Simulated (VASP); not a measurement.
Here is a VASP 6.6.1 calculation.

File INCAR:

```
SYSTEM = Si7H2
PREC     = Normal         ! precision mode
ENCUT    = 450            ! plane-wave cutoff, eV
EDIFF    = 1E-6           ! SCF threshold, eV
ISMEAR   = 0              ! smearing method
SIGMA    = 0.05           ! smearing width, eV
LREAL    = Auto         
LASPH    = .TRUE.         ! aspherical terms in the spheres
NELM     = 80             ! most SCF steps
ALGO     = Normal         ! electronic algorithm
ISIF     = 2              ! what is computed and relaxed
LWAVE    = .FALSE.        ! write WAVECAR
LCHARG   = .FALSE.        ! write CHGCAR
LDIPOL   = .TRUE.       
IDIPOL   = 3            
DIPOL    = 0.5 0.5 0.472
GGA      = MK             ! functional
LUSE_VDW = .TRUE.       
AGGAC    = 0.0          
PARAM1   = 0.1234       
PARAM2   = 0.711357     
ZAB_VDW  = -1.8867      
NBANDS   = 84             ! bands
LVHAR    = .TRUE.       
LVACPOTAV= .TRUE.       
ICORELEVEL= 1            
KPAR     = 4            
NCORE    = 2
```

The input KPOINTS:

```
regular mesh
0
G
  4 4 1
  0 0 0
```

The input POSCAR:

```
Si7H2                                   
1.0
    7.7153580600      0.0000000000      0.0000000000
    0.0000000000      7.7153580600      0.0000000000
    0.0000000000      0.0000000000     26.1436990000
  H               Si            
     8    28
Selective dynamics
Direct
     0.5000000000000000    0.3423164599999993    0.3251261400000018   F   F   F
     0.5000000000000000    0.6576835400000007    0.3251261400000018   F   F   F
     0.5000000000000000    0.8423164599999993    0.3251261400000018   F   F   F
     0.5000000000000000    0.1576835400000007    0.3251261400000018   F   F   F
     0.0000000000000000    0.6576835400000007    0.3251261400000018   F   F   F
     0.0000000000000000    0.3423164599999993    0.3251261400000018   F   F   F
     0.0000000000000000    0.1576835400000007    0.3251261400000018   F   F   F
     0.0000000000000000    0.8423164599999993    0.3251261400000018   F   F   F
     0.5000000000000000    0.5000000000000000    0.3580337300000025   F   F   F
     0.5000000000000000    0.0000000000000000    0.3580337300000025   F   F   F
     0.0000000000000000    0.5000000000000000    0.3580337300000025   F   F   F
     0.0000000000000000    0.0000000000000000    0.3580337300000025   F   F   F
     0.7500000000000000    0.5000000000000000    0.4102029100000024   F   F   F
     0.7500000000000000    0.0000000000000000    0.4102029100000024   F   F   F
     0.2500000000000000    0.5000000000000000    0.4102029100000024   F   F   F
     0.2500000000000000    0.0000000000000000    0.4102029100000024   F   F   F
     0.7500000000000000    0.7500000000000000    0.4623721000000032   F   F   F
     0.7500000000000000    0.2500000000000000    0.4623721000000032   F   F   F
     0.2500000000000000    0.7500000000000000    0.4623721000000032   F   F   F
     0.2500000000000000    0.2500000000000000    0.4623721000000032   F   F   F
     0.0014001683848378    0.7500000000000000    0.5168857606388150   T   T   T
     0.9985998316151623    0.2500000000000000    0.5168857606388150   T   T   T
     0.5011690949365760    0.7500000000000000    0.5118351898913600   T   T   T
     0.4988309050634240    0.2500000000000000    0.5118351898913600   T   T   T
     0.0000000000000000    0.0000000000000000    0.5710947034775181   T   T   T
     0.0000000000000000    0.5000000000000000    0.5710947034775181   T   T   T
     0.5000000000000000    0.0000000000000000    0.5623795099934883   T   T   T
     0.5000000000000000    0.5000000000000000    0.5623795099934883   T   T   T
     0.2616631972185378    0.0154121243848393    0.6202952008961972   T   T   T
     0.2616631972185379    0.4845878756151608    0.6202952008961972   T   T   T
     0.7383368027814623    0.9845878756151606    0.6202952008961972   T   T   T
     0.7383368027814623    0.5154121243848394    0.6202952008961972   T   T   T
     0.3322829487290380    0.2500000000000000    0.6772963195049442   T   T   T
     0.3764774493648734    0.7500000000000000    0.6481842725915576   T   T   T
     0.6235225506351267    0.2500000000000000    0.6481842725915576   T   T   T
     0.6677170512709619    0.7500000000000000    0.6772963195049442   T   T   T
```

Potentials or basis: VASP PAW PBE potentials, release 64 (H, Si).

Command:

```sh
$ cat potpaw_PBE.64/H/POTCAR potpaw_PBE.64/Si/POTCAR > POTCAR
$ mpirun -np 8 vasp_std > vasp.out
```

(1) What does it give for the band gap on the k mesh?

(2) What does it give for the largest force?

(3) Estimate the ionisation potential of the upper face.

## Answers

(1) 0.26 eV, indirect (least direct gap 0.44 eV).

(2) 0.513 eV/Å.

(3) 5.35 eV.

Caveat: the PAW data sets were made with another functional, which shifts forces and pressure a little.
